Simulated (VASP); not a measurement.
## WC: single point with PBEsol

Crystal: WC.

```
W C
1.0
     0.00000    2.19268    2.19268
     2.19268    0.00000    2.19268
     2.19268    2.19268    0.00000
W C
1 1
Direct
  0.98290 0.98290 0.01710
  0.50000 0.50000 0.50000
```

Measurements of this composition are mostly on another form, of space group No. 187.

The cell isn't the ideal one: all W atoms moved +0.075 Å, as atom 1 towards its neighbour atom 2 (C) at 2.193 Å.

```
Program             : VASP 6.6.1
Task                : single point
Functional          : PBEsol
Potentials or basis : VASP PAW PBE potentials, release 64 (W_sv, C)
Cutoff              : 520 eV
k mesh              : 18 × 18 × 18
Occupations         : gaussian, width 0.15 eV
Spin                : no spin polarisation
```

```json
{"Pressure": "-8.2 GPa", "Largest force": "0.493 eV/Å", "Band gap on the k mesh": "none (metal or under the smearing width)"}
```

Forces on the atoms (eV/Å):
```
W    0.000  0.000  0.493
C    0.000  0.000 -0.493
```

Stress tensor (GPa, compression positive):
```
-9.22  0.00  0.00
 0.00 -9.22  0.00
 0.00  0.00 -6.15
```

Levels at points of the mesh, in eV from the Fermi level:
```csv
k point,band 5,band 6,band 7,band 8,band 9,band 10,band 11,band 12,band 13,band 14
"(0.00, 0.00, 0.00)",-15.74,-2.88,-2.88,-2.73,-1.73,-0.94,-0.83,-0.83,-0.16,6.53
"(0.50, 0.00, 0.00)",-11.13,-9.76,-6.54,-6.53,1.06,1.08,2.36,4.86,8.70,8.90
"(0.50, 0.50, 0.00)",-13.49,-5.76,-5.54,-2.44,-2.44,0.88,2.30,2.30,5.29,7.32
"(0.00, 0.50, 0.50)",-13.50,-5.85,-5.56,-2.50,-2.33,0.95,2.30,2.31,5.46,7.25
```

It took 77 s on 1 thread of Intel(R) Xeon(R) Platinum 8559C (Emerald Rapids), with other jobs on the host, peak memory 0.27 GiB.

Caveat: the PAW data sets were made with another functional, which shifts forces and pressure a little. Spin-orbit coupling is left out, which matters for the levels of W.
